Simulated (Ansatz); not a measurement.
# Preparing NaI (Fm-3m) as a host crystal

Aim: the runs on the perfect crystal NaI (Fm-3m) that a defect calculation needs first.

Program: Ansatz 0.2.0. Level of theory: plane-wave PAW DFT, PBEsol; relaxation of the host's cell and atoms; PAW set soft_1, in the first sound run; inputs show where later runs differ. Results are calculated unless marked as measured.

## (1) Set-up

Symmetry: Fm-3m, No. 225, cubic system. Conventional cell: a = 6.437 Å, b = 6.437 Å, c = 6.437 Å, α = 90.00°, β = 90.00°, γ = 90.00°. Nearest to Na lie 6 I at 3.22 Å. Nearest to I lie 6 Na at 3.22 Å. Farther neighbours and most contacts between anions are not listed.

## (2) Host cell relaxation

Cell and atoms are relaxed together, until forces and stress fall under their thresholds.

cell/input.yaml reads:

```yaml
crystal:
  lattice:
    - [0.0, 3.2186567, 3.2186567]
    - [3.2186567, 0.0, 3.2186567]
    - [3.2186567, 3.2186567, 0.0]
  atoms:
    - { symbol: Na, position: [0.0, 0.0, 0.0] }
    - { symbol: I, position: [0.5, 0.5, 0.5] }
basis:
  ecutwfc: 420
  xc_grid: 2
hamiltonian:
  xc: pbesol
  pseudopotentials: { kind: paw, azcp: { folder: soft_1 }, xc_functional: pbe }
kpoints:
  mp_grid: { grid: [8, 8, 8] }
scf:
  occupations: { method: fixed }
  max_iter: 100
relax:
  f_tol: 0.005
  max_steps: 60
  cell: {}
output:
  forces: true
  stress: true
checkpoint:
  write: "../cell.run"
  compress: false
  write_wavefunctions: false
  write_every: 100000
```

The run is started by

```
$ ansatz run input.yaml --threads 4 --pin off --max-ram 15073MiB --backend cpu --events-out ev --progress --plain --runs-dir out
```

Numbers of over 12 decimals in the logs are rounded to 6 here.

Output:

```text
[... repeated set-up lines and file paths are left out, and long positions are rounded to six places ...]
Engine: ansatz 0.2.0, aarch64-unknown-linux-gnu
Pseudopotentials: kind: paw
Pseudopotential: Na, paw, valence charge 9, recommended cutoff 420 eV (normal), soft_1/Na.paw.azcp
Pseudopotential: I, paw, valence charge 17, recommended cutoff 420 eV (normal), soft_1/I.paw.azcp
Functional definition: PBEsol
  exchange = pbesol_x
  correlation = pbesol_c
Crystal: 2 atoms, lattice volume = 66.689 Å³
Basis set: ecut = 420 eV, 1291 PW (Γ), exchange–correlation on 64×64×64 points (8 copies of the dense FFT grid, shifted against one another)
Bands: 17, of which v1, the nominal top of the filled ones, is band 13 counted from 1 (12 counted from 0)
Symmetry: 48 space group operations
Space group: Fm-3m (ITA 225), of the structure as read, at distance tolerance 4.1e-5 Å
k-points: 29 of 512
Non-local potential: Na, projectors of the file, l = 0: 3, l = 1: 2, l = 2: 1
Non-local potential: I, projectors of the file, l = 0: 2, l = 1: 2, l = 2: 2, l = 3: 1
PAW form: soft (Blöchl's): semilocal exchange-correlation on the pseudo side does not see the compensation charge
PAW frozen core: Na, regenerated for the run's functional, and the local potential with it (the file was generated under x = pbe(κ = 0.804, μ = 0.219515), c = pbe(β = 0.066725))
PAW frozen core: I, regenerated for the run's functional, and the local potential with it (the file was generated under x = pbe(κ = 0.804, μ = 0.219515), c = pbe(β = 0.066725))
PAW one-centre angular grid: Na, 110 points (default); XC on 64 Gauss nodes
PAW one-centre angular grid: I, 590 points (default); XC on 64 Gauss nodes
Initial density: superposition of atomic densities (chi_scale 0.1, normalization cell, long waves kept (reshape's long-wave potential 0.00 eV rms))
Initial wavefunctions: pseudopotential atomic-orbital guess
Functional: x = pbesol(κ = 0.804, μ = 0.123457), c = pbesol(β = 0.046)
SCF iter   1: F=—  HF=-8911.945522 eV  |F-HF|=—  |Δ(HF+E_count)|=         —  Δρ=6.05e-2  dr2=2.36e0  ethr=3.10e-3  ⟨swp⟩=4.7  Hψ=2327  notcnv=0  defer=52
preconditioner: auto → none  [insulator: Δε(μ)=2.430 eV  Ē_g=9.804 eV  n_scr=14 (ndim 8)  ℏωp=12.9 eV  f_vac=0.005  ε∞_Penn≈2.7]
SCF iter   2: F=—  HF=-8910.789982 eV  |F-HF|=—  |Δ(HF+E_count)|=    1.16e0  Δρ=1.16e-2  dr2=9.71e-2  ethr=3.10e-3  ⟨swp⟩=3.1  Hψ=1297  notcnv=0  defer=44
SCF iter   3: F=—  HF=-8910.775356 eV  |F-HF|=—  |Δ(HF+E_count)|=   1.46e-2  Δρ=4.89e-3  dr2=1.33e-2  ethr=3.74e-4  ⟨swp⟩=2.7  Hψ=828  notcnv=0  defer=52
SCF iter   4: F=—  HF=-8910.778471 eV  |F-HF|=—  |Δ(HF+E_count)|=   3.11e-3  Δρ=1.06e-3  dr2=9.97e-4  ethr=5.10e-5  ⟨swp⟩=2.9  Hψ=971  notcnv=0  defer=55
SCF iter   5: F=—  HF=-8910.778423 eV  |F-HF|=—  |Δ(HF+E_count)|=   4.78e-5  Δρ=1.68e-4  dr2=1.47e-5  ethr=3.84e-6  ⟨swp⟩=3.0  Hψ=906  notcnv=0  defer=53
SCF iter   6: F=—  HF=-8910.778440 eV  |F-HF|=—  |Δ(HF+E_count)|=   1.73e-5  Δρ=1.31e-5  dr2=8.17e-8  ethr=3.85e-10  ⟨swp⟩=4.1  Hψ=2147  notcnv=0
SCF iter   7: F=-8910.778441 eV  HF=-8910.778441 eV  |F-HF|=1.40e-9  |Δ(HF+E_count)|=   1.07e-7  Δρ=1.78e-6  dr2=8.68e-10  ethr=3.14e-10  ⟨swp⟩=2.9  Hψ=1891  notcnv=0
SCF 1 converged in 7 iterations: F = -8910.778441 eV  dr2 = 8.68e-10
  greatest PAW one-centre occupation: 0.999 electrons in one spin orbital (limit 2), on the Na atom at site 0 (counted from 0), in its partial waves of l = 0
relax step   1: F+E_penalty+E_count = -8910.77844060 eV  Δ(F+E_penalty+E_count) = +0.000e0 eV  max|allowed force component| = 1.060e-28 eV/Å  Δτ_max = 0.0000 Å  P = -0.261 GPa  Ω = 66.689 Å³  (7 SCF iters, dr2 threshold 1.00e-7 eV, accepted)
[... the SCF cycles and remarks between the steps are left out from here to the last step ...]
relax step   2: F+E_penalty+E_count = -8910.77911664 eV  Δ(F+E_penalty+E_count) = -6.760e-4 eV  max|allowed force component| = 9.614e-30 eV/Å  Δτ_max = 0.0000 Å  P = -0.136 GPa  Ω = 66.171 Å³  energy of the carried Pulay correction = +3.236e-5 eV  (4 SCF iters, dr2 threshold 1.71e-7 eV, accepted)
relax step   3: F+E_penalty+E_count = -8910.77938171 eV  Δ(F+E_penalty+E_count) = -2.651e-4 eV  max|allowed force component| = 5.022e-29 eV/Å  Δτ_max = 0.0000 Å  P = +0.004 GPa  Ω = 65.616 Å³  energy of the carried Pulay correction = +6.753e-5 eV  (4 SCF iters, dr2 threshold 4.64e-8 eV, accepted)
Initial wavefunctions: pseudopotential atomic-orbital guess (no wavefunctions were taken with the density)
iter 1 solved again at ethr=5.13e-6 eV; its pass at ethr=3.10e-3 eV (dr2=1.33e-3 eV) is discarded
SCF iter   1: F=—  HF=-8910.779297 eV  |F-HF|=—  |Δ(HF+E_count)|=         —  Δρ=1.67e-5  dr2=8.66e-8  ethr=5.13e-6  ⟨swp⟩=2.9  Hψ=3352  notcnv=0  defer=55
eigensolver tolerance schedule: the retry pair's looser diagonalisation over-reported the residual by 15405.28 of it (diagonalisation noise at an unbounded share of the residual, at the tolerance the schedule requests for it); [...]
SCF iter   2: F=—  HF=-8910.779311 eV  |F-HF|=—  |Δ(HF+E_count)|=   1.38e-5  Δρ=1.03e-5  dr2=2.19e-8  ethr=3.33e-10  ⟨swp⟩=4.0  Hψ=1145  notcnv=0  defer=53
SCF iter   3: F=—  HF=-8910.779311 eV  |F-HF|=—  |Δ(HF+E_count)|=   4.01e-9  Δρ=5.44e-6  dr2=5.17e-9  ethr=8.44e-11  ⟨swp⟩=2.0  Hψ=748  notcnv=0  defer=53
SCF iter   4: F=—  HF=-8910.779311 eV  |F-HF|=—  |Δ(HF+E_count)|=   2.79e-9  Δρ=5.28e-7  dr2=5.64e-11  ethr=1.99e-11  ⟨swp⟩=2.3  Hψ=764  notcnv=0  defer=53
SCF iter   5: F=-8910.779311 eV  HF=-8910.779311 eV  |F-HF|=5.46e-12  |Δ(HF+E_count)|=  1.00e-10  Δρ=1.50e-7  dr2=7.68e-12  ethr=1.00e-12  ⟨swp⟩=6.6  Hψ=2123  notcnv=0
SCF 4 converged in 5 iterations: F = -8910.779311 eV  dr2 = 7.68e-12
relax step   4: F+E_penalty+E_count = -8910.77931104 eV  Δ(F+E_penalty+E_count) = +7.068e-5 eV  max|allowed force component| = 3.971e-29 eV/Å  Δτ_max = 0.0000 Å  P = +0.005 GPa  Ω = 65.616 Å³  stress off target by 5.17e-3 GPa  SCF on the basis re-selected at this cell (its energy is not comparable with the rows above)  (5 SCF iters)
basis re-selected at this cell: Δ(F+E_penalty+E_count) = +7.068e-5 eV, ΔP = +0.001 GPa vs the last step (what re-selecting the basis moved, of the pressure what is left beyond the Pulay correction that the steps carried, after the strain that the cell walked [...]
SCF converged after 5 iterations
Free energy (F): -8910.779311 eV
Harris-Foulkes:  -8910.779311 eV  (|F-HF|=5.46e-12)
Internal energy: -8910.779311 eV  (E = F + TS)
E sigma→0 (E₀):  -8910.779311 eV
Fermi energy:    3.262666 eV
--- Per-component energies (eV) ---
  E_band       = -607.105919
  E_kinetic    = 273.097823
  E_local      = -3643.257295  (includes V_loc(G=0)·N_el)
  E_nonlocal   = 397.497037
  E_hartree    = 1476.399735
  E_xc         = -143.720463
  E_vxc        = -158.177918  (∫ρ·V_xc dr)
  E_paw        = -4988.656551  (= ΣΔE_a)
  E_vpaw       = -429.062567  (= ΣTr[D̂ρ^β])
  E_aug_tail   = -0.002432  (compensation charges beyond the density's cutoff)
  E_ewald      = -2282.603994
  E_core_change = 0.466830  (= ΣΔE_core)
  E_smearing   = -0.000000  (= −TS)
  E_closure    = 0.000000  (closes the sum)
  Σ components = -8910.779311   (vs F -8910.779311, Δ=0.00e0)
--- Forces (eV/Å), atoms counted from 1 ---
  atom   1  Na    -0.00000000    -0.00000000    -0.00000000
  atom   2  I      0.00000000    -0.00000000    -0.00000000
  max |Σ_I F_I| component: 7.23e-29 eV/Å
--- Stress (GPa, compression-positive) ---
        0.005168      -0.000000      -0.000000
       -0.000000       0.005168      -0.000000
       -0.000000      -0.000000       0.005168
  P = ⅓ Tr σ = 0.0052 GPa (0.052 kbar)
--- Relaxed structure (3 steps of the walk, 3 accepted, 1 SCFs on fresh bases) ---
  F+E_penalty+E_count = -8910.77931104 eV   max|allowed force component| = 3.971e-29 eV/Å   (the final SCF, on the basis selected at the relaxed cell)
  cell:  # Å, volume = 65.6161 Å³
    - [0, 3.201303, 3.201303]
    - [3.201303, 0, 3.201303]
    - [3.201303, 3.201303, 0]
  atoms:
    - { symbol: Na, position: [0, 0, 0] }
    - { symbol: I, position: [0.500000, 0.500000, 0.500000] }
```

It took 2.2 s on 4 threads of Arm Neoverse V1, shared host; peak memory 0.34 GiB.

Step by step:

```csv
step,energy less that of the first step (eV),largest force component (eV/Å),pressure (GPa),volume (Å³)
1,0.0000,0.0000,-0.26,66.69
2,-0.0007,0.0000,-0.14,66.17
3,-0.0009,0.0000,0.00,65.62
4*,-0.0009,0.0000,0.01,65.62
```

Relaxation steps marked * repeat the geometry before them on a plane-wave basis chosen anew for their cell, so energy and pressure can jump there.

Forces are held to the 48 operations that the run works with; a distortion that breaks them can't arise in this run.

```
conventional cell, symmetrised  before  after  change
                         a (Å)   6.437  6.403  -0.5 %
                         b (Å)   6.437  6.403  -0.5 %
                         c (Å)   6.437  6.403  -0.5 %
              volume (Å³/atom)   33.34  32.81  -1.6 %
```

Final coordinates:

```xyz
2
Lattice="0.0000 3.2013 3.2013 3.2013 0.0000 3.2013 3.2013 3.2013 0.0000" Properties=species:S:1:pos:R:3 pbc="T T T"
Na    0.0000    0.0000    0.0000
I     3.2013    3.2013    3.2013
```

Numbers from this step:

* pressure: 0.005168 GPa

The relaxation ends with a pressure of 0.01 GPa.

## (3) Dielectric tensors of the host

The response to a uniform electric field gives the electronic dielectric tensor.

This step: plane-wave PAW DFPT, PBEsol; dielectric tensors, Born charges and zone-centre modes of the host; PAW set soft_1 (Ansatz 0.2.0).

eps/input.yaml reads:

```yaml
crystal:
  lattice:
    - [0.0, 3.2013026092, 3.2013026092]
    - [3.2013026092, 0.0, 3.2013026092]
    - [3.2013026092, 3.2013026092, 0.0]
  atoms:
    - { symbol: Na, position: [0.0, 0.0, 0.0] }
    - { symbol: I, position: [0.5, 0.5, 0.5] }
basis:
  ecutwfc: 420
hamiltonian:
  xc: pbesol
  pseudopotentials: { kind: paw, azcp: { folder: soft_1 }, xc_functional: pbe }
kpoints:
  mp_grid: { grid: [7, 7, 7] }
scf:
  occupations: { method: fixed }
  max_iter: 100
phonons:
  method: dfpt
  dielectric: true
  rigid_motions: translations
```

Output:

```text
[...]
Crystal: 2 atoms, lattice volume = 65.616 Å³
Basis set: ecut = 420 eV, 1243 PW (Γ), exchange–correlation on 64×64×64 points (8 copies of the dense FFT grid, shifted against one another)
Bands: 17, of which v1, the nominal top of the filled ones, is band 13 counted from 1 (12 counted from 0)
Symmetry: 48 space group operations
k-points: 40 of 343 (irreducible under 8 space group operations, time reversal used)
[...]
SCF iter   1: F=—  HF=-8911.944874 eV  |F-HF|=—  |Δ(HF+E_count)|=         —  Δρ=6.10e-2  dr2=2.35e0  ethr=3.10e-3  ⟨swp⟩=4.7  Hψ=3206  notcnv=0  defer=72
[...]
SCF iter   8: F=-8910.779281 eV  HF=-8910.779281 eV  |F-HF|=9.09e-12  |Δ(HF+E_count)|=   1.29e-9  Δρ=1.75e-7  dr2=3.75e-11  ethr=1.00e-12  ⟨swp⟩=12.2  Hψ=5001  notcnv=0
SCF 1 converged in 8 iterations: F = -8910.779281 eV  dr2 = 3.75e-11
[...]
NSCF: frozen V_eff on 5 k-points
DFPT response loops at Γ: preconditioner auto → none (the input reference at scf.mixing.eps_inf says where Resta's filter doesn't serve); β = 0.50; Broyden in place of MSR1
── the response to a field inside a basis, on 8×8×8 k-points: an SCF that follows is theirs, and a resumed run solves both again ──
Bands: 14, of which v1, the nominal top of the filled ones, is band 13 counted from 1 (12 counted from 0)
k-points: 60 of 512 (irreducible under 12 space group operations)
[...]
Eigensolver: Dense (60 Hₖ)
SCF iter   1: F=—  HF=-8910.773278 eV  |F-HF|=—  |Δ(HF+E_count)|=         —  Δρ=8.08e-5  dr2=9.47e-7  ethr=1.00e-1
[...]
SCF iter   3: F=-8910.773282 eV  HF=-8910.773282 eV  |F-HF|=1.91e-8  |Δ(HF+E_count)|=   8.56e-7  Δρ=6.82e-6  dr2=1.56e-8  ethr=7.05e-10
SCF 1 converged in 3 iterations: F = -8910.773282 eV  dr2 = 1.56e-8
[...]
SCF converged after 8 iterations
Free energy (F): -8910.779281 eV
[...]
Internal energy: -8910.779281 eV  (E = F + TS)
E sigma→0 (E₀):  -8910.779281 eV
Fermi energy:    3.262705 eV
[...]
--- Band table (eV; the first three rows and the last of 40) ---
[...]
[... further k-points left out ...]
--- Phonons (Γ-DFPT): 2 representative perturbations + reference, on 40 of 343 k-points (Σ response iterations 7) ---
  k mesh reduced under 8 symmetry operations, with k and −k counted as one. Each operation leaves every solved perturbation unchanged. A smaller set is not considered because the run solves the response to a homogeneous field
  ASR residual: 1.364e-4 → 0.000e0 eV/Å²; symmetrization residual: 4.918e-6 eV/Å²
  ASR residual per site (eV/Å²): 8.43e-6 1.36e-4
  Γ frequencies (cm⁻¹): 0.00 0.00 0.00 118.27 118.27 118.27
  ε∞ (high-frequency dielectric tensor):
        3.476246     0.000000    -0.000000
        0.000000     3.476246    -0.000000
       -0.000000    -0.000000     3.476246
  ε⁰ (static dielectric tensor: ions relaxed, cell fixed):
        7.336915     0.000000     0.000000
        0.000000     7.336915    -0.000000
        0.000000    -0.000000     7.336915
  ε⁰ − ε∞ (ionic part):
        3.860669     0.000000     0.000000
        0.000000     3.860669    -0.000000
        0.000000    -0.000000     3.860669
  softest optical mode at Γ: 118.27 cm⁻¹; the repairs (sum rule, projections) moved no ω² at Γ by more than (0.80 cm⁻¹)²
  Born effective charges Z* (e; rows j = field, columns β = displacement):
    site 0:
         1.18391    0.00000   -0.00000
         0.00000    1.18391   -0.00000
         0.00000   -0.00000    1.18391
    site 1:
        -1.18391   -0.00000    0.00000
        -0.00000   -1.18391    0.00000
        -0.00000    0.00000   -1.18391
  Z* charge neutrality: 6.582e-4 e pre-enforcement
  solved inside a basis spanned on kpoints, on 8×8×8 k-points, its susceptibility summed on 12×12×12: ε∞ is read to err by 8.3e-3, Z* by 1.8e-2 e (field_mesh: kpoints solves on kpoints); Z* is corrected for what the basis lacks
  optical modes at Γ without the LO–TO term, one row a degenerate level:
      ω (cm⁻¹)  modes    IR ((D/Å)²/amu)
        118.27      3             4.9842
  optical modes at Γ + LO–TO along q̂ = [1.0000, 0.0000, 0.0000]:
      ω (cm⁻¹)  modes    IR ((D/Å)²/amu)
        118.27      2             3.3228
        171.82      1             1.6614
  optical modes at Γ + LO–TO along q̂ = [0.0000, 1.0000, 0.0000]:
      ω (cm⁻¹)  modes    IR ((D/Å)²/amu)
        118.27      2             3.3228
        171.82      1             1.6614
  optical modes at Γ + LO–TO along q̂ = [0.0000, 0.0000, 1.0000]:
      ω (cm⁻¹)  modes    IR ((D/Å)²/amu)
        118.27      2             3.3228
        171.82      1             1.6614
```

The job ended after 19 s (4 threads; peak memory 0.53 GiB; 71 s of CPU time).

In the SCF lines HF is the Harris–Foulkes energy and dr2 the Hartree energy of the density residual, in eV; the loop may stop once dr2 is under the threshold and the program's other checks hold. Hψ counts applications of the Hamiltonian.

Electronic dielectric tensor:

```
3.48 0.00 0.00
0.00 3.48 0.00
0.00 0.00 3.48
```

Static dielectric tensor:

```
7.34 0.00 0.00
0.00 7.34 0.00
0.00 0.00 7.34
```

The electronic dielectric tensor is isotropic, 3.48. The static dielectric tensor is isotropic, 7.34.

(Continued in part 2 of 2.)

[Logs are printed without paths, hosts, clocks, repeated set-up lines and the standing remarks that a program may print on its own settings, such as how far it seeks lower states.]

[Hosts, paths, dates, database ids (printed as entryN), source tags and the programs' standing remarks are cut or masked in the printed files.]

[Runs of the host that timed out are not shown.]

[For some hosts the program warned that the k-mesh of the response run may be too coarse for force constants and the static dielectric constant; such warnings are not always shown.]
